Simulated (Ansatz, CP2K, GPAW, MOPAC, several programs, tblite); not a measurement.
What each method gives for PbTe (NiAs type)

PbTe (NiAs type), relaxed with r2SCAN in Ansatz, was computed with several methods. The symmetry is P6_3/mmc (No. 194, hexagonal); conventional cell a = 4.544 Å, c = 7.926 Å, 35.43 Å³ an atom. Pb has 6 Te at 3.29 Å; Te has 6 Pb at 3.29 Å. Values at 0 K without nuclear motion; spin polarisation is off, and the phase may be a hypothetical one.

```yaml
crystal:
  lattice:
    - [4.54395, 0.00000, 0.00000]
    - [-2.27198, 3.93518, 0.00000]
    - [0.00000, 0.00000, 7.92576]
  atoms:
    - { symbol: Pb, position: [0.00000, 0.00000, 0.00000] }
    - { symbol: Pb, position: [0.00000, 0.00000, 0.50000] }
    - { symbol: Te, position: [0.33333, 0.66667, 0.25000] }
    - { symbol: Te, position: [0.66667, 0.33333, 0.75000] }
```

Gaps and times are for a single point on this cell; volume and bulk modulus come from each method's own relaxation or energy curve at fixed shape, which is too stiff where a cell has free coordinates or axes. Times are rough, from shared hosts (Arm Neoverse V1), and each method has its own mesh and cell size. A double dagger marks a value from a curve with shape and coordinates held. PM6 (MOPAC): levels, charges or heat of formation failed a check of plausibility, so no values are given. A star marks a curve whose lowest point is an end point. PM6 (MOPAC), PM7 (MOPAC), GFN1-xTB (tblite), GFN2-xTB (tblite) treat a cluster of cells at its zone centre, which samples few k points: where these miss a band edge, the gap comes out too large for that reason alone. Gaps from k meshes are read at a limited set of points (mesh, symmetry points, PBE's band edges), so each method's own least gap may be somewhat smaller. xTB and the PM methods were fitted mostly to molecules, and can miss a solid's gap by electronvolts. Minimal bases can be far off for gaps. Curves at held shape can't give the bulk modulus of a layered or molecular crystal, so none is listed. GLLB-SC's gap includes the derivative discontinuity. d marks a direct gap, i an indirect one (no mark: not told apart), a dash a value that wasn't computed or didn't pass its checks.

| method | kind | gap (eV) | own volume (Å³/atom) | bulk modulus (GPa) | atoms computed | processor time |
| --- | --- | --- | --- | --- | --- | --- |
| PM6 (MOPAC) | semi-empirical | – | – | – | 36 | 0.96 s |
| GFN1-xTB (tblite) | tight binding | 0.75 | 31.50*‡ | – | 36 | 1.1 s |
| PM7 (MOPAC) | semi-empirical | 6.02 | – | – | 36 | 1.3 s |
| light PBE (260 eV and a coarse mesh) | light plane-wave | 0.07 i | – | – | 4 | 2 s |
| GFN2-xTB (tblite) | tight binding | 1.27 | – | – | 36 | 2 s |
| PBE/SZV (CP2K) | small basis | 0.21 i | 37.18‡ | – | 4 | 7.1 s |
| PBE | semilocal | 0.06 i | 36.01 | – | 4 | 9.1 s |
| PBE/single zeta (GPAW) | small basis | 0.13 i | – | – | 4 | 12 s |
| PBE/DZVP (CP2K) | small basis | 0.01 | 36.10‡ | – | 4 | 14 s |
| r2SCAN | semilocal | 0.38 i | 35.43 | – | 4 | 20 s |
| GLLB-SC (GPAW) | model potential | 0.52 | – | – | 4 | 89 s |

Against r2SCAN (0.38 eV) and with closed or daggered gaps left aside, the nearest gap at the points sampled is that of GLLB-SC (GPAW) (+0.14 eV) and the farthest that of PM7 (MOPAC) (+5.64 eV). r2SCAN is only a yardstick of convenience: semilocal gaps usually lie below measured ones, which GLLB-SC and hybrids aim to mend.

Volumes against r2SCAN's: PBE +1.6 %.

Spin-orbit coupling is left out; in compounds of Pb, Bi, Tl or Hg it can lower a gap by up to about 1 eV, split its edges or invert the bands.
